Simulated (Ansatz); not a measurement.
An Ansatz run on BeSe (started from an entry of an open crystallographic database) left the output below. The cell was relaxed beforehand with r2SCAN.

The cell:
```xyz
2
Lattice="0.0000 2.5810 2.5810 2.5810 0.0000 2.5810 2.5810 2.5810 0.0000" Properties=species:S:1:pos:R:3 pbc="T T T"
Be    0.0000    0.0000    0.0000
Se    1.2905    1.2905    1.2905
```

The log, with set-up remarks and timings taken out:
```
Crystal: 2 atoms, lattice volume = 34.388 Å³
Basis set: ecut = 420 eV, 645 PW (Γ)
Bands: 13, of which v1, the nominal top of the filled ones, is band 9 counted from 1 (8 counted from 0)
Symmetry: 24 space group operations
Space group: F-43m (ITA 216)
k-points: 8 of 64 (time reversal used)
SCF converged after 6 iterations
Free energy (F): -5563.374031 eV
Fermi energy:    6.862018 eV
--- Per-component energies (eV) ---
  E_band       = -384.627085
  E_kinetic    = 139.369131
  E_local      = -2532.762039
  E_nonlocal   = -592.024873
  E_hartree    = 1250.724729
  E_xc         = -124.115593
  E_vxc        = -119.228361
  E_paw        = -1970.343618
  E_vpaw       = 218.569594
  E_ewald      = -1734.221243
--- G₀W₀: ω_p = 26.8650 eV, 64 q-points, 129 empty bands' worth ---
    ik  band        ε_KS         Σx   Σc(E_QP)       V_xc       Z   E_QP_lin       E_QP  E_QP is
     0     8      6.8620   -18.0924     1.6528   -15.5357  0.8023     5.9535     5.9581  root
     0     9      6.8620   -18.0924     1.6528   -15.5357  0.8023     5.9535     5.9581  root
     0    10     11.1474    -8.2452    -4.5160   -13.2286  0.8121    11.6163    11.6148  root
     0    11     11.8703    -6.0191    -4.4756   -10.9909  0.8063    12.3681    12.3665  root
     1     8      6.2456   -17.6510     1.7709   -14.9446  0.7998     5.3049     5.3101  root
     1     9      6.2456   -17.6510     1.7709   -14.9446  0.7998     5.3049     5.3101  root
     1    10     11.3073    -7.1161    -4.4095   -11.9484  0.8100    11.7313    11.7301  root
     1    11     12.7580    -6.1691    -4.6602   -11.3397  0.8038    13.2702    13.2684  root
     2     8      5.7999   -17.5769     1.9241   -14.6795  0.7973     4.8207     4.8266  root
     2     9      5.7999   -17.5769     1.9241   -14.6795  0.7973     4.8207     4.8266  root
     2    10     11.1545    -7.3942    -4.3568   -12.1403  0.8100    11.5448    11.5438  root
     2    11     12.8291    -5.8547    -4.5984   -10.9095  0.8076    13.2869    13.2854  root
     3     8      5.2439   -17.1038     2.0161   -14.0824  0.7956     4.2320     4.2386  root
     3     9      5.2439   -17.1038     2.0161   -14.0824  0.7956     4.2320     4.2386  root
     3    10     10.6333    -5.8657    -4.1755   -10.3534  0.8138    10.9460    10.9454  root
     3    11     12.6291    -6.5097    -4.5198   -11.3785  0.8097    12.9790    12.9782  root
     6     8      4.2411   -17.0507     2.3739   -13.5869  0.7896     3.1425     3.1513  root
     6     9      4.2411   -17.0507     2.3739   -13.5869  0.7896     3.1425     3.1513  root
     6    10      9.5046    -5.4547    -3.9409    -9.5608  0.8219     9.6701     9.6699  root
     6    11     11.0690    -6.2656    -4.1232   -10.6330  0.8145    11.3136    11.3133  root
     7     8      3.1091   -16.5573     2.6560   -12.7292  0.7849     1.9254     1.9369  root
     7     9      3.6147   -16.1376     2.3846   -12.6537  0.7889     2.5064     2.5154  root
     7    10     12.9972    -6.7859    -4.3346   -11.3598  0.8128    13.2368    13.2364  root
     7    11     13.9477    -5.4103    -5.2509   -11.2040  0.7969    14.4929    14.4905  root
```

The points are ik 0 = (0, 0, 0) (Γ), ik 1 = (0, 0, 1/4), ik 2 = (0, 0, -1/2), ik 3 = (0, 1/4, 1/4), ik 6 = (0, -1/2, -1/2), ik 7 = (1/4, -1/2, -1/4); band 9 is the last filled one.

Problem. Write the input file that gave this output.

Solution.
```yaml
crystal:
  # lattice and atoms as above
kpoints:
  mp_grid: { grid: [4, 4, 4] }
hamiltonian:
  xc: pbe
scf:
  occupations: { method: fixed }
gw:
  n_empty_bands: 129
  ecut_chi: 140
  qp_bands: [v2, c2]
  qp_kpoints: band_edges
  screening: { model: godby_needs }
```
There is no exchange loop, so no exact exchange. The quasiparticle table needs the gw block. Close relatives of this functional can't be ruled out from these lines alone. Not every key shows in the log; this is the file that was used.

Command: `ansatz run input.yaml --threads 2 --pin off --max-ram 3686MiB --backend cpu --events-out ev --progress --plain --runs-dir out`. It took 8.6 s on 2 threads of Intel(R) Xeon(R) Platinum 8259CL CPU @ 2.50GHz (Skylake/Cascade Lake) (shared host); peak host memory 0.43 GiB.

Calculated for a static, non-magnetic cell.

Spin-orbit coupling is left out.
